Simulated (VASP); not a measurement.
# NaCl (P4/mmm) in VASP: further runs

The runs below take NaCl through single point, with r2SCAN.

Program: VASP 6.6.1. These are calculated values, not measurements. Logs are shortened: lines on timing, memory, paths and dates and some standing lists are left out, and cuts for length are marked.

### Step 1. The cell of the first run

It takes space group P4/mmm (No. 123, tetragonal). The conventional cell has a = 3.502 Å, b = 3.502 Å, c = 3.327 Å, α = 90.00°, β = 90.00°, γ = 90.00°. Na (site symmetry 4/mmm) has 8 Cl at 2.98 Å and 2 Na at 3.33 Å as nearest neighbours. Around Cl (site symmetry 4/mmm) lie 8 Na at 2.98 Å and 2 Cl at 3.33 Å.

Measurements of this composition are mostly on another form, of space group No. 225.

### Step 2. Single point, r2SCAN (strain +0.000 along x and y, -0.050 along z, atoms carried along)

File POSCAR:

```
NaCl
1.0
    3.5021900000      0.0000000000      0.0000000000
    0.0000000000      3.5021900000      0.0000000000
    0.0000000000      0.0000000000      3.3270805000
Na Cl
1 1
Direct
    0.0000000000      0.0000000000      0.0000000000
    0.5000000000      0.5000000000      0.5000000000
```

File INCAR.step1:

```
ALGO = Normal
EDIFF = 1E-4
ENCUT = 520
GGA = PE
ISMEAR = 0
LASPH = True
LCHARG = False
LREAL = False
LWAVE = True
NBANDS = 14
NELM = 100
PREC = Accurate
SIGMA = 0.05
```

File INCAR.step2:

```
ALGO = Normal
EDIFF = 1E-6
ENCUT = 520
ISIF = 2
ISMEAR = 0
ISTART = 1
LASPH = True
LCHARG = False
LMIXTAU = True
LREAL = False
LWAVE = False
METAGGA = R2SCAN
NBANDS = 14
NELM = 100
PREC = Accurate
SIGMA = 0.05
```

File KPOINTS:

```
k-points
0
Gamma
  6 6 6
```

Potentials or basis: VASP PAW PBE potentials, release 64 (Na_pv, Cl).

Launch:

```bash
$ cat potpaw_PBE.64/Na_pv/POTCAR potpaw_PBE.64/Cl/POTCAR > POTCAR
$ cp INCAR.step1 INCAR
$ mpirun -np 1 vasp_std > vasp.out
$ cp INCAR.step2 INCAR
$ mpirun -np 1 vasp_std > vasp.out
```

OUTCAR:

```text
EDIFF = 1E-6
   ENCUT = 520
   ISIF = 2
   ISMEAR = 0
   ISTART = 1
   LASPH = True
   LREAL = False
   METAGGA = R2SCAN
   NELM = 100
   PREC = Accurate

 ion  position               nearest neighbor table
   1  0.000  0.000  0.000-
   2  0.500  0.500  0.500-

  LATTYP: Found a simple tetragonal cell.
 ALAT       =     3.5021900000
 C/A-ratio  =     0.9500000000

  Lattice vectors:

 A1 = (   3.5021900000,   0.0000000000,   0.0000000000)
 A2 = (   0.0000000000,   3.5021900000,   0.0000000000)
 A3 = (   0.0000000000,   0.0000000000,   3.3270805000)

Analysis of symmetry for initial positions (statically):
=====================================================================
 Subroutine PRICEL returns:
 Original cell was already a primitive cell.

 Routine SETGRP: Setting up the symmetry group for a
 simple tetragonal supercell.

 Subroutine GETGRP returns: Found 16 space group operations
 (whereof 16 operations were pure point group operations)
 out of a pool of 16 trial point group operations.

The static configuration has the point symmetry D_4h.

Analysis of symmetry for dynamics (positions and initial velocities):
=====================================================================
 Subroutine PRICEL returns:
 Original cell was already a primitive cell.

 Routine SETGRP: Setting up the symmetry group for a
 simple tetragonal supercell.

 Subroutine GETGRP returns: Found 16 space group operations
 (whereof 16 operations were pure point group operations)
 out of a pool of 16 trial point group operations.

The dynamic configuration has the point symmetry D_4h.

 Subroutine INISYM returns: Found 16 space group operations
 (whereof 16 operations are pure point group operations),
 and found     1 'primitive' translations

----------------------------------------------------------------------------------------

                                     Primitive cell

  volume of cell :      40.8078

  direct lattice vectors                    reciprocal lattice vectors
     3.502190000  0.000000000  0.000000000     0.285535622  0.000000000  0.000000000
     0.000000000  3.502190000  0.000000000     0.000000000  0.285535622  0.000000000
     0.000000000  0.000000000  3.327080500     0.000000000  0.000000000  0.300563813

  length of vectors
     3.502190000  3.502190000  3.327080500     0.285535622  0.285535622  0.300563813

  position of ions in fractional coordinates (direct lattice)
     0.000000000  0.000000000  0.000000000
     0.500000000  0.500000000  0.500000000

  ion indices of the primitive-cell ions
   primitive index   ion index
                 1           1
                 2           2

----------------------------------------------------------------------------------------

 KPOINTS: k-points

Automatic generation of k-mesh.
 Grid dimensions read from file:
 generate k-points for:    6    6    6

 Generating k-lattice:

  Cartesian coordinates                     Fractional coordinates (reciprocal lattice)
     0.047589270  0.000000000  0.000000000     0.166666667  0.000000000  0.000000000
     0.000000000  0.047589270  0.000000000     0.000000000  0.166666667  0.000000000
     0.000000000  0.000000000  0.050093969     0.000000000  0.000000000  0.166666667

  Length of vectors
     0.047589270  0.047589270  0.050093969

  Shift w.r.t. Gamma in fractional coordinates (k-lattice)
     0.000000000  0.000000000  0.000000000

 Subroutine IBZKPT returns following result:
 ===========================================

 Found     40 irreducible k-points:

 Following reciprocal coordinates:
            Coordinates               Weight
  0.000000  0.000000  0.000000      1.000000
  0.166667  0.000000  0.000000      4.000000
  0.333333  0.000000  0.000000      4.000000
  0.500000  0.000000  0.000000      2.000000
  0.166667  0.166667  0.000000      4.000000
  0.333333  0.166667  0.000000      8.000000
[... 16 lines left out ...]
  0.333333  0.000000  0.333333      8.000000
  0.500000  0.000000  0.333333      4.000000
 [... further k-points ...]
   k-points           NKPTS =     40   k-points in BZ     NKDIM =     40   number of bands    NBANDS=     14
   number of dos      NEDOS =    301   number of ions     NIONS =      2
   total plane-waves  NPLWV =  21952
   dimension x,y,z NGX =    28 NGY =   28 NGZ =   28
   dimension x,y,z NGXF=    56 NGYF=   56 NGZF=   56
   ions per type =               1   1
   NGX,Y,Z   is equivalent  to a cutoff of  13.29, 13.29, 13.99 a.u.
   NGXF,Y,Z  is equivalent  to a cutoff of  26.58, 26.58, 27.98 a.u.
 SYSTEM =  unknown system
   PREC   = accura    normal or accurate (medium, high low for compatibility)
   ISTART =      1    job   : 0-new  1-cont  2-samecut
   ICHARG =      0    charge: 1-file 2-atom 10-const
   ISPIN  =      1    spin polarized calculation?
   LNONCOLLINEAR =      F non collinear calculations
   LSORBIT =      F    spin-orbit coupling
   LASPH  =      T    aspherical Exc in radial PAW
   ENCUT  =  520.0 eV  38.22 Ry    6.18 a.u.   6.51  6.51  6.19*2*pi/ulx,y,z
   NELM   =    100;   NELMIN=  2; NELMDL=  0     # of ELM steps
   EDIFF  = 0.1E-05   stopping-criterion for ELM
   LREAL  =      F    real-space projection
   EDIFFG = 0.1E-04   stopping-criterion for IOM
   NSW    =      0    number of steps for IOM
   IBRION =     -1    ionic relax: 0-MD 1-quasi-New 2-CG
   NFREE  =      0    steps in history (QN), initial steepest desc. (CG)
   ISIF   =      2    stress and relaxation
   ISYM   =      2    0-nonsym 1-usesym 2-fastsym
   POTIM  = 0.5000    time-step for ionic-motion
   TEBEG  =    0.0;   TEEND  =   0.0 temperature during run
   PSTRESS=    0.0 pullay stress
   NELECT =      14.0000    total number of electrons
   NUPDOWN=      -1.0000    fix difference up-down
   EMIN   =  10.00;   EMAX   =-10.00  energy-range for DOS
   EFERMI =   0.00;   METHOD = LEGACY
   ISMEAR =     0;   SIGMA  =   0.05  broadening in eV -4-tet -1-fermi 0-gaus
   EFERMI_NEDOS =   21; number of points for ismear=-14 and -15
   IALGO  =     38    algorithm
   IMIX   =      4    mixing-type and parameters
     AMIX     =   0.40;   BMIX     =  1.00
     AMIX_MAG =   1.60;   BMIX_MAG =  1.00
  volume/ion in A,a.u.               =      20.40       137.69
  Fermi-wavevector in a.u.,A,eV,Ry     =   1.146049  2.165719 17.870284  1.313429
  Thomas-Fermi vector in A             =   2.282735
   LORBIT       =      0    0 simple, 1 ext, 2 COOP (PROOUT), +10 PAW based schemes
   METAGGA = R2SCAN    functional components
   LHFCALC =     F    Hartree Fock is set to
   AEXX    =    0.0000 exact exchange contribution
   IVDW    =     0    specifies the selected vdW correction
   LEPSILON=     F    determine dielectric tensor
   LRPA    =     F    only Hartree local field effects (RPA)
 non-spin polarized calculation
 Gauss-broadening in eV      SIGMA  =   0.05
  energy-cutoff  :      520.00
  volume of cell :       40.81
 maximum number of plane-waves:      1120
 NGX is ok and might be reduce to    28
   NGX = 13   NGY = 13   NGZ = 13

 number of electron      13.9999989 magnetization

 Free energy of the ion-electron system (eV)
  ---------------------------------------------------
  ext. energy  EPLUGINS =         0.00000000
  ---------------------------------------------------
  free energy    TOTEN  =       -13.44426659 eV

  energy without entropy =      -13.44426659  energy(sigma->0) =      -13.44426659

 E-fermi :   0.9350     XC(G=0):  -9.1449

 val. band max:        0.6572833943   @ k =   0.5000   0.5000   0.0000
 cond. band min:       5.3760947438   @ k =   0.0000   0.0000   0.0000
 fundamental gap:      4.7188113494
 Fermi energy:         0.9349660493

 k-point     1 :       0.0000    0.0000    0.0000
  band No.  band energies     occupation
      1     -22.4005      2.00000
      2     -22.3926      2.00000
      3     -22.3926      2.00000
      4     -13.7413      2.00000
      5      -0.2926      2.00000
      6      -0.2926      2.00000
      7       0.1984      2.00000
      8       5.3761      0.00000
      9       9.2768      0.00000
     10       9.8435      0.00000
     11      16.7198      0.00000
     12      17.5486      0.00000
     13      17.5486      0.00000
     14      17.5679      0.00000

 k-point     2 :       0.1667    0.0000    0.0000
  band No.  band energies     occupation
      1     -22.4029      2.00000
      2     -22.3997      2.00000
      3     -22.3917      2.00000
      4     -13.6523      2.00000
      5      -1.0799      2.00000
      6      -0.2370      2.00000
      7       0.2495      2.00000
      8       6.1323      0.00000
      9       9.8371      0.00000
     10      10.2041      0.00000
     11      14.9173      0.00000
     12      15.9229      0.00000
     13      16.8004      0.00000
     14      17.7749      0.00000

 k-point     3 :       0.3333    0.0000    0.0000
  band No.  band energies     occupation
      1     -22.4234      2.00000
      2     -22.3980      2.00000
      3     -22.3898      2.00000
      4     -13.4641      2.00000
      5      -2.2813      2.00000
      6      -0.1216      2.00000
      7       0.3553      2.00000
      8       7.4392      0.00000
      9      10.5784      0.00000
     10      10.9221      0.00000
     11      13.3445      0.00000
     12      14.4044      0.00000
     13      15.5724      0.00000
     14      17.3916      0.00000

 k-point     4 :       0.5000    0.0000    0.0000
  band No.  band energies     occupation
      1     -22.4336      2.00000
      2     -22.3972      2.00000
      3     -22.3888      2.00000
      4     -13.3643      2.00000
      5      -2.7848      2.00000
      6      -0.0615      2.00000
      7       0.4101      2.00000
      8       8.3041      0.00000
      9      10.1609      0.00000
     10      11.7281      0.00000
     11      12.7727      0.00000
     12      13.8484      0.00000
     13      14.1800      0.00000
     14      18.5825      0.00000

 k-point     5 :       0.1667    0.1667    0.0000
  band No.  band energies     occupation
      1     -22.4029      2.00000
      2     -22.4002      2.00000
      3     -22.3989      2.00000
      4     -13.5687      2.00000
      5      -1.1066      2.00000
      6      -0.8572      2.00000
      7       0.3026      2.00000
      8       6.8392      0.00000
      9      10.3625      0.00000
     10      10.4051      0.00000
     11      13.4104      0.00000
[... 276 lines left out ...]
 k-point    22 :       0.1667    0.0000    0.3333
  band No.  band energies     occupation
      1     -22.4444      2.00000
      2     -22.3970      2.00000
      3     -22.3873      2.00000
      4     -13.2969      2.00000
      5      -2.0666      2.00000
      6      -0.6854      2.00000
      7       0.0166      2.00000
      8       7.8552      0.00000
      9      10.1313      0.00000
     10      11.3997      0.00000
     11      13.2851      0.00000
     12      13.6993      0.00000
     13      15.6734      0.00000
     14      17.0879      0.00000

 k-point    23 :       0.3333    0.0000    0.3333
  band No.  band energies     occupation
      1     -22.4403      2.00000
      2     -22.4146      2.00000
      3     -22.3856      2.00000
      4     -13.1470      2.00000
      5      -1.8631      2.00000
      6      -1.6581      2.00000
      7       0.1468      2.00000
      8       7.9889      0.00000
      9       9.6198      0.00000
     10      12.2826      0.00000
     11      13.5609      0.00000
     12      13.8144      0.00000
     13      14.1021      0.00000
     14      17.3878      0.00000

 k-point    24 :       0.5000    0.0000    0.3333
  band No.  band energies     occupation
      1     -22.4381      2.00000
      2     -22.4235      2.00000
      3     -22.3848      2.00000
      4     -13.0681      2.00000
      5      -2.1983      2.00000
      6      -1.6214      2.00000
      7       0.2146      2.00000
      8       7.5240      0.00000
      9      10.1450      0.00000
     10      12.2236      0.00000
     11      13.2847      0.00000
     12      13.4875      0.00000
     13      14.1735      0.00000
     14      19.0569      0.00000

 [... further k-points ...]
[... 5 lines left out ...]
  --------------------------------------------------------------------------------------
  -------------------------------------------------------------------------------------
  Total       -0.3363735     -0.3363735      0.8728126      0.0000000     -0.0000000      0.0000000
  in kB      -13.2065585    -13.2065585     34.2680082      0.0000000     -0.0000000      0.0000000
  external PRESSURE =       2.6182971 kB  Pullay stress =       0.0000000 kB

 VOLUME and BASIS-vectors are now :
 -----------------------------------------------------------------------------
  energy-cutoff  :      520.00
  volume of cell :       40.81
      direct lattice vectors                 reciprocal lattice vectors
     3.502190000  0.000000000  0.000000000     0.285535622  0.000000000  0.000000000
     0.000000000  3.502190000  0.000000000     0.000000000  0.285535622  0.000000000
     0.000000000  0.000000000  3.327080500     0.000000000  0.000000000  0.300563813

 POSITION                                       TOTAL-FORCE (eV/Angst)
 -----------------------------------------------------------------------------------
      0.00000      0.00000      0.00000         0.000000      0.000000      0.000000
      1.75110      1.75110      1.66354         0.000000      0.000000      0.000000
 -----------------------------------------------------------------------------------
    total drift:                               -0.000000      0.000000      0.000000

  FREE ENERGIE OF THE ION-ELECTRON SYSTEM (eV)
  ---------------------------------------------------
  free  energy   TOTEN  =       -13.4442665921 eV

  energy  without entropy=      -13.4442665921  energy(sigma->0) =      -13.44426659
```

It took 45 s on 1 thread of AMD EPYC 9R45 (Zen 5), shared host; peak memory 0.13 GiB.

What came out:

```yaml
Free_energy: -13.4443 eV
Pressure: 0.3 GPa
Band_gap_on_the_k_mesh: 4.72 eV, indirect (least direct gap 5.18 eV)
```

Caveat: the PAW data sets were made with another functional, which shifts forces and pressure a little. A k mesh can miss the band edges.

(Continued in part 2 of 2.)
